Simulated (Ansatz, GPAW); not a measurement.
# One calculation of Al2Cu, 3 ways

```
CELL_PARAMETERS angstrom
-2.03034 2.03034 2.85109
2.03034 -2.03034 2.85109
2.03034 2.03034 -2.85109
ATOMIC_POSITIONS crystal
Cu 0.50419 0.49473 0.00226
Al 0.24558 0.74512 0.50113
Al 0.74798 0.24973 0.50093
```

The cell comes from a database or a generator and needn't be the stable form of this composition.

Atoms were shifted at random by some hundredths of an Å from the given cell, which wasn't relaxed again for these runs.

Alike in all runs: task single point; functional PBEsol; k mesh 9 × 9 × 9; occupations fermi-dirac, width 0.05 eV; no spin polarisation; no spin-orbit coupling. Pressure is positive in compression and, in plane waves, holds the error of the finite cutoff, which Ansatz's Pulay term estimates and takes out.

```json
{"program and potentials": "Ansatz, Ansatz PAW", "plane-wave cutoff (eV)": "420", "notes": "potentials made for PBE, which Ansatz adapts in part; 8.33 valence electrons an atom on average; Pulay term of +0.06 GPa included", "pressure (GPa)": "-0.05", "largest force (eV/Å)": "0.230", "energy over the undisturbed cell (meV/atom)": "1.44"}
{"program and potentials": "GPAW, PAW data sets generated for this functional", "plane-wave cutoff (eV)": "600", "notes": "5.67 valence electrons an atom on average; this data set often lies off other programs", "pressure (GPa)": "0.52", "largest force (eV/Å)": "0.233", "energy over the undisturbed cell (meV/atom)": "1.45"}
{"program and potentials": "Ansatz, all-electron LAPW, scalar-relativistic", "plane-wave cutoff (eV)": "-", "notes": "-", "pressure (GPa)": "-0.06", "largest force (eV/Å)": "0.230", "energy over the undisturbed cell (meV/atom)": "-"}
```

Force on atom 1 (Cu), eV/Å:

```tsv
program and potentials	x	y	z
Ansatz, Ansatz PAW	0.129	-0.175	-0.073
GPAW, PAW data sets generated for this functional	0.131	-0.178	-0.074
Ansatz, all-electron LAPW, scalar-relativistic	0.129	-0.175	-0.073
```

The pressure spans -0.06 (Ansatz, all-electron LAPW, scalar-relativistic) to 0.52 GPa (GPAW, PAW data sets generated for this functional), with all-electron results at -0.06.

Differences between rows come from potentials, basis sets and numerical settings, since the functional is the same but for its coding. Runs on potential files found faulty are left out.
